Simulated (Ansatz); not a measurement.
This log comes from Ansatz, run on BeS built on the zincblende prototype. The cell was relaxed with r2SCAN and then strained, so it isn't that functional's minimum.

The cell given to it:
```xyz
2
Lattice="0.0000 2.4343 2.4343 2.4343 0.0000 2.4343 2.4343 2.4343 0.0000" Properties=species:S:1:pos:R:3 pbc="T T T"
Be    0.0000    0.0000    0.0000
S     1.2172    1.2172    1.2172
```

The log, with set-up remarks and timings taken out:
```
scf.n_extra_bands = 4 over 4 filled bands (N_el = 8.0): the run solves 8 bands
Functional definition: PBE
Crystal: 2 atoms, lattice volume = 28.851 Å³
Basis set: ecut = 420 eV, 537 PW (Γ)
Symmetry: 24 space group operations
Space group: F-43m (ITA 216)
k-points: 47 of 1000 (time reversal used)
preconditioner: auto → none  [insulator: Δε(μ)=3.135 eV  σ=0.020 eV  ℏωp=19.6 eV]
SCF converged after 6 iterations
Free energy (F): -996.965463 eV
Fermi energy:    6.775966 eV
--- Forces (eV/Å), atoms counted from 1 ---
  atom   1  Be      0.00000      0.00000      0.00000
  atom   2  S       0.00000      0.00000      0.00000
--- Stress (GPa, compression-positive) ---
        0.431247       0.000000       0.000000
        0.000000       0.431247       0.000000
        0.000000       0.000000       0.431247
  P = ⅓ Tr σ = 0.4312 GPa (4.312 kbar)
--- Band table (eV; the first three rows and the last of 47) ---
  k-point 0: bands = [-8.4066, 5.2082, 5.2082, 5.2082, 10.8648, 10.8648, 10.8648, 10.9987]
  k-point 1: bands = [-8.2942, 4.3945, 5.0780, 5.0780, 10.7874, 11.1002, 11.1002, 11.8995]
  k-point 2: bands = [-7.9736, 2.7764, 4.7811, 4.7811, 10.7428, 11.5757, 11.5757, 13.5579]
  k-point 46: bands = [-6.2490, 0.8256, 1.6138, 1.9747, 11.0218, 12.4816, 14.3263, 14.8280]
```

bands.tsv, columns around the gap (it counts bands from 0):
```tsv
# k_distance	band_0	band_1	band_2	band_3	band_4	band_5	band_6	band_7
# fermi_ev = 6.775966
# [0, 0, 0] at k_distance = 0.000000
# [-0.5, -0.5, 0] at k_distance = 1.290549
# [-0.375, -0.375, 0.25] at k_distance = 1.746828
# [-0.375, 0, 0.375] at k_distance = 2.537125
# [0, 0, 0.5] at k_distance = 3.327421
# [-0.5, -0.25, 0.25] at k_distance = 4.239978
# [-0.0375, 0, 0.0375] at k_distance = 5.553710
# [0, 0.5, 0.5] at k_distance = 6.751386
# levels_relative_to = fermi_ev
0.000	-15.183	-1.568	-1.568	-1.568	4.089	4.089	4.089	4.223
1.291	-13.073	-6.528	-4.169	-4.169	1.567	3.343	11.070	11.070
1.747	-13.084	-6.070	-5.602	-3.725	2.801	5.904	8.895	9.681
2.537	-13.084	-6.070	-5.602	-3.725	2.801	5.904	8.895	9.681
3.327	-13.604	-7.280	-2.586	-2.586	3.857	4.974	4.974	9.591
4.240	-13.020	-5.777	-5.374	-4.858	4.882	6.497	6.818	7.191
5.554	-15.140	-1.867	-1.690	-1.585	4.032	4.138	4.241	4.606
6.751	-13.073	-6.528	-4.169	-4.169	1.567	3.343	11.070	11.070
```
In order the rows are Γ, X, U, K, L, W, Γ–K (0.10), X.

**Question.** Reconstruct the input.

**Answer.**
```yaml
crystal:
  # lattice and atoms as above
kpoints:
  mp_grid: { grid: [10, 10, 10] }
  band_path:
    path:
      - [0.0, 0.0, 0.0]
      - [-0.5, -0.5, 0.0]
      - [-0.375, -0.375, 0.25]
      - [-0.375, 0.0, 0.375]
      - [0.0, 0.0, 0.5]
      - [-0.5, -0.25, 0.25]
      - [-0.0375, 0.0, 0.0375]
      - [0.0, 0.5, 0.5]
    npoints: 1
hamiltonian:
  xc: pbe
scf:
  occupations: { method: fermi_dirac, width: 0.02 }
  n_extra_bands: 4
output:
  forces: true
  stress: true
  eigenvalues: true
```
A single point prints forces and stress when the output block asks for them. Keys that aren't typed take their defaults; thresholds and the kind of smearing can't be read off these lines.

Run as `ansatz run input.yaml --threads 2 --pin off --max-ram 29491MiB --backend cpu --events-out ev --progress --plain --runs-dir out`. It took 0.87 s on 2 threads of AMD EPYC 7R13 Processor (Zen 3), with other jobs on the host; peak host memory 0.41 GiB.

Spin-unpolarised throughout; all numbers are computed.
